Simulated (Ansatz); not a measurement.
**Co: which magnetic state does the SCF reach?**

How much does the result for Co depend on the starting moments? The same cell is run from several starts. The cell (2 atoms) is Co in the measured crystal structure (space group Fm-3m, primitive cell doubled). Source: COD entry 9012949.

This is Co in the fcc structure; at room conditions it is hcp.

Program: Ansatz 0.2.0. Level of theory: DFT PBE, PAW, plane waves, scalar-relativistic. These are calculated values, not measurements.

### 1 The structure to begin with

Symmetry: Fm-3m, No. 225, cubic system. The conventional cell has a = 3.544 Å, b = 3.544 Å, c = 3.544 Å, α = 90.00°, β = 90.00°, γ = 90.00°. Co (site symmetry m-3m) is surrounded by 12 Co at 2.51 Å.

As a file:

```
CELL_PARAMETERS angstrom
0.00000 -1.77205 -1.77205
-3.54410 -1.77205 -1.77205
0.00000 1.77205 -1.77205
ATOMIC_POSITIONS crystal
Co 0.00000 0.00000 0.00000
Co 0.00000 0.50000 0.50000
```

Labels such as Co2 number the atoms in the order of the input file.

Planned first: parallel moments, plain SCF; opposed moments +-, plain SCF; no spin polarisation; spin on, no moments given (the program may seed its own), plain SCF. Further starts follow from what these give.

“Plain SCF” means no search for lower states. 

The total moment includes the space between the atomic spheres.

### 2 Parallel moments, plain SCF

File input.yaml:

```yaml
crystal:
  lattice:
    - [0.0, -1.77205, -1.77205]
    - [-3.5441, -1.77205, -1.77205]
    - [0.0, 1.77205, -1.77205]
  atoms:
    - { symbol: Co, position: [0.0, 0.0, 0.0], spin: 3.0 }
    - { symbol: Co, position: [0.0, 0.5, 0.5], spin: 3.0 }
magnetization:
  spin_polarized: true
hamiltonian:
  xc: pbe
  pseudopotentials: { kind: paw }
basis:
  ecutwfc: 420
kpoints:
  mp_grid: { grid: [14, 8, 12] }
scf:
  occupations: { method: fermi_dirac, width: 0.1 }
  lower_state_search: "off"
output:
  forces: true
  stress: true
```

Output (excerpt; [...] marks lines left out):

```text
Warning: crystal.symmetry: narrowed to the stabiliser of the k-point mesh — unitary ops 32 → 8; excluded 24 operations that carry a point of the 14×8×12 mesh (shift [0, 0, 0]) off the mesh (the run samples exactly the mesh kpoints.mp_grid names, as under crystal.symmetry.detect: false, [...]
Pseudopotentials: kind: paw
Pseudopotential: Co, paw, valence charge 17, recommended cutoff 420 eV (normal), Co.paw.azcp
Functional definition: PBE
[...]
Crystal: 2 atoms, lattice volume = 22.258 Å³
Basis set: ecut = 420 eV, 451 PW (Γ), exchange–correlation on 36×60×36 points (8 copies of the dense FFT grid, shifted against one another)
Bands: 24, of which v1, the nominal top of the filled ones, is band 17 counted from 1 (16 counted from 0)
Symmetry: 8 space group operations
k-points: 406 of 1344
[...]
Starting moments: Σ|m| = 6 μB on 2 of 2 sites
[...]
SCF iter   1: F=—  HF=-10251.844646 eV  |F-HF|=—  |Δ(HF+E_count)|=         —  Δρ=1.23e-1 (↑1.23e-1 ↓7.99e-2)  dr2=3.20e-1  dr2_m=2.06e0  M=3.841 μB ∫|m|=4.039 μB  β_m=0.30  ethr=9.42e-4  ⟨swp⟩=1.0  Hψ=97050  notcnv=0
[...]
spin-set hold released at iteration 1 (the charge has settled, or the pull on large starting moments outlasts its swing): the magnetisation degrees of freedom join the quasi-Newton model from the next iteration; the mixer history was flushed
[...]
SCF iter   9: F=-10252.305440 eV  HF=-10252.305440 eV  |F-HF|=9.91e-9  |Δ(HF+E_count)|=   1.13e-7  Δρ=9.69e-6 (↑7.66e-6 ↓9.69e-6)  dr2=1.58e-8  dr2_m=1.16e-9  M=3.350 μB ∫|m|=3.652 μB  ethr=2.94e-10  ⟨swp⟩=4.0  Hψ=59678  notcnv=0
[...]
SCF converged after 9 iterations
Magnetization: 3.3502 μB (18.6751 up, 15.3249 down)
Absolute magnetization: 3.6527 μB (∫|ρ↑−ρ↓|, with the PAW one-centre terms)
Spin contamination: 0.0550 ħ² per cell (⟨S²⟩ above its minimum at these occupations)
Per-site moments (μB) at R_I (Å): [(1.7442964537978096, 1.0337485715713377), (1.7442964537978096, 1.0337485715713377)]
Free energy (F): -10252.305440 eV
[...]
E sigma→0 (E₀):  -10252.267093 eV
Entropy (-TS):   -0.076693 eV (-38.347 meV/atom)
Fermi energy:    18.240549 eV
[...]
--- Forces (eV/Å), atoms counted from 1 ---
  atom   1  Co     0.00000000     0.00000000     0.00000000
  atom   2  Co     0.00000000    -0.00000000    -0.00000000
[...]
--- Stress (GPa, compression-positive) ---
       -3.623166      -0.026631      -0.026631
       -0.026632      -3.471903      -0.054753
       -0.026632      -0.054753      -3.471903
  P = ⅓ Tr σ = -3.5223 GPa (-35.223 kbar)
```

It took 14 s on 2 threads of an x86-64 CPU, shared host; peak memory 0.68 GiB.

End: ferromagnetic, site moments Co1 1.74, Co2 1.74 μB, total 3.35 μB per cell, no gap on the k-mesh.

### 3 Opposed moments +-, plain SCF

input.yaml: that of step 2 with these lines changed.

```diff
@@ -7,3 +7,3 @@
     - { symbol: Co, position: [0.0, 0.0, 0.0], spin: 3.0 }
-    - { symbol: Co, position: [0.0, 0.5, 0.5], spin: 3.0 }
+    - { symbol: Co, position: [0.0, 0.5, 0.5], spin: -3.0 }
 magnetization:
```

Output (excerpt; [...] marks lines left out):

```text
Warning: crystal.symmetry: narrowed to the stabiliser of the k-point mesh — unitary ops 16 → 4; excluded 12 operations that carry a point of the 14×8×12 mesh (shift [0, 0, 0]) off the mesh (the run samples exactly the mesh kpoints.mp_grid names, as under crystal.symmetry.detect: false, [...]
[... 11 lines as in an earlier run ...]
Symmetry: 4 space group operations
[... 5 lines as in an earlier run ...]
Starting moments: Σ|m| = 6 μB on 2 of 2 sites
[... 2 lines as in an earlier run ...]
spin-down is spin-up translated by (0, 0.5, 0.5): one eigenproblem is solved per k-point and the antiferromagnetic symmetry of the starting moments is kept exactly by this SCF (crystal.symmetry.spin_inversion_symmetry: false solves both channels; [...]
SCF iter   1: F=—  HF=-10251.138969 eV  |F-HF|=—  |Δ(HF+E_count)|=         —  Δρ=1.28e-1 (↑1.28e-1 ↓1.28e-1)  dr2=3.59e-1  dr2_m=3.17e0  M=0.000 μB ∫|m|=3.822 μB  β_m=0.30  ethr=1.06e-3  ⟨swp⟩=1.3  Hψ=49072  notcnv=0
[...]
[... 1 line as in an earlier run ...]
[...]
SCF iter  18: F=-10251.900219 eV  HF=-10251.900219 eV  |F-HF|=2.00e-11  |Δ(HF+E_count)|=  4.18e-11  Δρ=5.92e-7 (↑5.92e-7 ↓5.92e-7)  dr2=4.98e-11  dr2_m=2.92e-11  M=0.000 μB ∫|m|=0.000 μB  ethr=3.82e-12  ⟨swp⟩=1.0  Hψ=24461  notcnv=0
WARN: the starting moments were not kept: the SCF closed with an absolute magnetisation of 5.9e-5 μB, where they sum to 6 μB in size (2 sites). That is at most 0.1 of that sum. Measured as dr2_m measures the in/out step, that magnetisation stands 4.0e-9 eV from none, at or under the [...]
SCF converged after 18 iterations
Magnetization: 0.0000 μB (17.0000 up, 17.0000 down)
Absolute magnetization: 0.0001 μB (∫|ρ↑−ρ↓|, with the PAW one-centre terms)
Spin contamination: 0.0000 ħ² per cell (⟨S²⟩ above its minimum at these occupations)
Per-site moments (μB) at R_I (Å): [(-2.8952177876749205e-5, 1.0337485715713377), (2.8952177876749205e-5, 1.0337485715713377)]
Free energy (F): -10251.900219 eV
[...]
E sigma→0 (E₀):  -10251.816129 eV
Entropy (-TS):   -0.168180 eV (-84.090 meV/atom)
Fermi energy:    17.967284 eV
[...]
--- Forces (eV/Å), atoms counted from 1 ---
  atom   1  Co     0.00000000    -0.00000000     0.00000000
  atom   2  Co     0.00000000    -0.00000000     0.00000000
[...]
--- Stress (GPa, compression-positive) ---
      -15.680558       0.002746       0.002746
        0.002746     -15.552566       0.023593
        0.002746       0.023593     -15.552566
  P = ⅓ Tr σ = -15.5952 GPa (-155.952 kbar)
```

It took 13 s on 2 threads of an x86-64 CPU, shared host; peak memory 0.65 GiB.

End: non-magnetic, no gap on the k-mesh. Against step 2, the lowest until now, it is 203 meV/atom higher.

### 4 No spin polarisation

input.yaml: that of step 3 with these lines changed.

```diff
@@ -6,6 +6,4 @@
   atoms:
-    - { symbol: Co, position: [0.0, 0.0, 0.0], spin: 3.0 }
-    - { symbol: Co, position: [0.0, 0.5, 0.5], spin: -3.0 }
-magnetization:
-  spin_polarized: true
+    - { symbol: Co, position: [0.0, 0.0, 0.0] }
+    - { symbol: Co, position: [0.0, 0.5, 0.5] }
 hamiltonian:
```

Output (excerpt; [...] marks lines left out):

```text
[... 11 lines as in an earlier run ...]
Bands: 21, of which v1, the nominal top of the filled ones, is band 17 counted from 1 (16 counted from 0)
[... 5 lines as in an earlier run ...]
[...]
[... 2 lines as in an earlier run ...]
SCF iter   1: F=—  HF=-10251.899304 eV  |F-HF|=—  |Δ(HF+E_count)|=         —  Δρ=1.98e-3  dr2=1.23e-4  ethr=1.77e-3  ⟨swp⟩=4.3  Hψ=31067  notcnv=0
[...]
SCF iter   6: F=-10251.900219 eV  HF=-10251.900219 eV  |F-HF|=9.02e-10  |Δ(HF+E_count)|=   8.97e-9  Δρ=4.46e-6  dr2=1.42e-9  ethr=2.53e-11  ⟨swp⟩=2.0  Hψ=26973  notcnv=0
[...]
SCF converged after 6 iterations
Free energy (F): -10251.900219 eV
[...]
E sigma→0 (E₀):  -10251.816129 eV
Entropy (-TS):   -0.168180 eV (-84.090 meV/atom)
Fermi energy:    17.967263 eV
[... 24 lines left out: energy terms, forces, stress ...]
```

Run time: 5 s. Hardware: 2 threads of an x86-64 CPU, shared host; peak memory 0.56 GiB.

Nothing new: the 6 iterations lead to the state found in step 3 (non-magnetic).

### 5 Spin on, no moments given (the program may seed its own), plain SCF

input.yaml: that of step 4 with these lines changed.

```diff
@@ -21 +21,3 @@
   stress: true
+magnetization:
+  spin_polarized: true
```

Output (excerpt; [...] marks lines left out):

```text
[... 1 line as in an earlier run ...]
band count auto-derived: 24 (N_el = 34.0; filled up to band 17; 21 by the electrons, moments and atoms)
[... 19 lines as in an earlier run ...]
[...]
SCF iter   1: F=—  HF=-10249.898349 eV  |F-HF|=—  |Δ(HF+E_count)|=         —  Δρ=3.20e-1 (↑2.73e-1 ↓3.20e-1)  dr2=3.00e-1  dr2_m=1.79e1  M=4.141 μB ∫|m|=4.141 μB  ethr=1.01e-3  ⟨swp⟩=1.5  Hψ=49100  notcnv=0
[...]
SCF iter   9: F=-10252.305440 eV  HF=-10252.305440 eV  |F-HF|=1.34e-8  |Δ(HF+E_count)|=   3.53e-7  Δρ=1.63e-5 (↑1.63e-5 ↓1.32e-5)  dr2=2.98e-8  dr2_m=2.33e-9  M=3.350 μB ∫|m|=3.652 μB  ethr=2.94e-10  ⟨swp⟩=2.9  Hψ=69835  notcnv=0
[...]
SCF converged after 9 iterations
Magnetization: 3.3502 μB (18.6751 up, 15.3249 down)
Absolute magnetization: 3.6527 μB (∫|ρ↑−ρ↓|, with the PAW one-centre terms)
Spin contamination: 0.0550 ħ² per cell (⟨S²⟩ above its minimum at these occupations)
Per-site moments (μB) at R_I (Å): [(1.7442951999657823, 1.0337485715713377), (1.7442951999657814, 1.0337485715713377)]
Free energy (F): -10252.305440 eV
[...]
E sigma→0 (E₀):  -10252.267094 eV
Entropy (-TS):   -0.076693 eV (-38.346 meV/atom)
Fermi energy:    18.240586 eV
[... 24 lines left out: energy terms, forces, stress ...]
```

Wall time 12 s (2 threads of an x86-64 CPU, shared host); peak memory 0.67 GiB.

Nothing new: the 9 iterations lead to the state found in step 2 (ferromagnetic).

### 6 Parallel moments scaled by 0.2, plain SCF

input.yaml: that of step 5 with these lines changed.

```diff
@@ -6,4 +6,6 @@
   atoms:
-    - { symbol: Co, position: [0.0, 0.0, 0.0] }
-    - { symbol: Co, position: [0.0, 0.5, 0.5] }
+    - { symbol: Co, position: [0.0, 0.0, 0.0], spin: 0.6 }
+    - { symbol: Co, position: [0.0, 0.5, 0.5], spin: 0.6 }
+magnetization:
+  spin_polarized: true
 hamiltonian:
@@ -21,3 +23 @@
   stress: true
-magnetization:
-  spin_polarized: true
```

Output (excerpt; [...] marks lines left out):

```text
[... 11 lines as in an earlier run ...]
Bands: 22, of which v1, the nominal top of the filled ones, is band 17 counted from 1 (16 counted from 0)
[... 6 lines as in an earlier run ...]
Starting moments: Σ|m| = 1.2 μB on 2 of 2 sites
[... 2 lines as in an earlier run ...]
[...]
SCF iter   1: F=—  HF=-10252.018044 eV  |F-HF|=—  |Δ(HF+E_count)|=         —  Δρ=5.50e-2 (↑1.11e-2 ↓5.50e-2)  dr2=3.05e-1  dr2_m=1.72e-1  M=1.363 μB ∫|m|=1.386 μB  β_m=1.00  ethr=8.96e-4  ⟨swp⟩=1.0  Hψ=88775  notcnv=0
[...]
spin-set hold released at iteration 10 (site moments contracting): the magnetisation degrees of freedom join the quasi-Newton model from the next iteration; the mixer history was flushed
[...]
SCF iter  18: F=-10252.305440 eV  HF=-10252.305440 eV  |F-HF|=1.01e-9  |Δ(HF+E_count)|=   5.80e-8  Δρ=4.48e-6 (↑1.05e-6 ↓4.48e-6)  dr2=1.73e-9  dr2_m=7.93e-10  M=3.350 μB ∫|m|=3.652 μB  ethr=4.09e-11  ⟨swp⟩=1.9  Hψ=55818  notcnv=0
[...]
SCF converged after 18 iterations
Magnetization: 3.3502 μB (18.6751 up, 15.3249 down)
Absolute magnetization: 3.6526 μB (∫|ρ↑−ρ↓|, with the PAW one-centre terms)
Spin contamination: 0.0550 ħ² per cell (⟨S²⟩ above its minimum at these occupations)
Per-site moments (μB) at R_I (Å): [(1.7442939975076508, 1.0337485715713377), (1.74429399750765, 1.0337485715713377)]
Free energy (F): -10252.305440 eV
[...]
E sigma→0 (E₀):  -10252.267093 eV
Entropy (-TS):   -0.076693 eV (-38.347 meV/atom)
Fermi energy:    18.240585 eV
[... 24 lines left out: energy terms, forces, stress ...]
```

It took 22 s on 2 threads of an x86-64 CPU, shared host; peak memory 0.65 GiB.

The run ends in the same state as step 2 (ferromagnetic); it took 18 iterations.

[end of part 1 of 2]
